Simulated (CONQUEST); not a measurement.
PbS (Galena):

```
CELL_PARAMETERS angstrom
4.19420 0.00000 0.00000
0.00000 4.19420 0.00000
0.00000 0.00000 5.93150
ATOMIC_POSITIONS crystal
Pb 0.49890 0.48731 0.50117
Pb 0.99890 0.98731 0.00117
S 0.49662 0.49429 0.99958
S 0.99662 0.99429 0.49958
```

The cell isn't the ideal one: atoms moved at random, drawn with an rms of 0.05 Å.

Program: CONQUEST 1.3. Alike in all runs: task single point; level PBE; no spin polarisation; cell atoms moved at random, drawn with an rms of 0.05 Å. Hardware: 1 thread of Intel(R) Xeon(R) Platinum 8488C (Sapphire Rapids) (shared host).

Order these runs on this cell by their wall time, lowest first.
A. potentials or basis PseudoDojo NC PBE, SZ, linear scaling with L range 20 bohr, grid cutoff 120 Ha; smearing none (density matrix without k points); solver linear scaling; SCF tolerance 1e-05
B. potentials or basis PseudoDojo NC PBE, SZ, grid cutoff 120 Ha; k mesh 6 × 6 × 5; smearing fermi-dirac 0.05 eV; solver diagonalisation; SCF tolerance 1e-06
C. potentials or basis PseudoDojo NC PBE, SZ, linear scaling with L range 14 bohr, grid cutoff 120 Ha; smearing none (density matrix without k points); solver linear scaling; SCF tolerance 1e-05

B (12 s), C (47 s), A (120 s).

Caveats: the atomic basis is small; the density matrix is cut off at a finite range, which raises the energy and shifts forces and pressure (some runs); the box holds several primitive cells, so bands are folded and the points are those of the box's own zone (some runs).
